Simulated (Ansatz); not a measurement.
Wanted: the native input for an Ansatz 0.2.0 run.

* Task: elastic constants
* Functional: PBE
* Potentials or basis: Ansatz PAW
* Cutoff: 420 eV (not typed: the program's choice for these potentials)
* k mesh: 8 × 8 × 8
* Occupations: fixed
* Spin: no spin polarisation
* Atoms under strain: clamped

Crystal: AlN.

```
Al N
1.0
     0.00000    2.03452    2.03452
     2.03452    0.00000    2.03452
     2.03452    2.03452    0.00000
Al N
1 1
Direct
  0.50000 0.50000 0.50000
  0.00000 0.00000 0.00000
```

Measurements of this composition are mostly on another form, of space group No. 186.

The input as run:

input.yaml

```yaml
crystal:
  lattice:
    - [0.0, 2.034518, 2.034518]
    - [2.034518, 0.0, 2.034518]
    - [2.034518, 2.034518, 0.0]
  atoms:
    - { symbol: Al, position: [0.5, 0.5, 0.5] }
    - { symbol: "N", position: [0.0, 0.0, 0.0] }
hamiltonian:
  xc: pbe
  pseudopotentials: { kind: paw }
kpoints:
  mp_grid: { grid: [8, 8, 8] }
scf:
  occupations: { method: fixed }
output:
  forces: true
  stress: true
elastic:
  mode: clamped_ion
  stencil: two_point
```

Potentials or basis: Ansatz PAW.

The run is started by

```bash
$ ansatz run input.yaml --threads 2 --pin off --max-ram 5632MiB --backend cpu --events-out ev --progress --plain --runs-dir out
```

Results of the run:

```yaml
Pressure: 0.3 GPa
Band_gap_on_the_k_mesh: 4.45 eV, indirect (least direct gap 5.40 eV)
Clamped-ion_elastic_constants_C11_C12_C44: 423, 167, 306 GPa
Voigt_bulk_modulus: 252 GPa
```

Caveat: the pressure holds a Pulay correction of +0.5 GPa for the finite cutoff.

It took 2.4 s on 2 threads of Intel(R) Xeon(R) Platinum 8488C (Sapphire Rapids), on a shared host, peak memory 0.34 GiB.
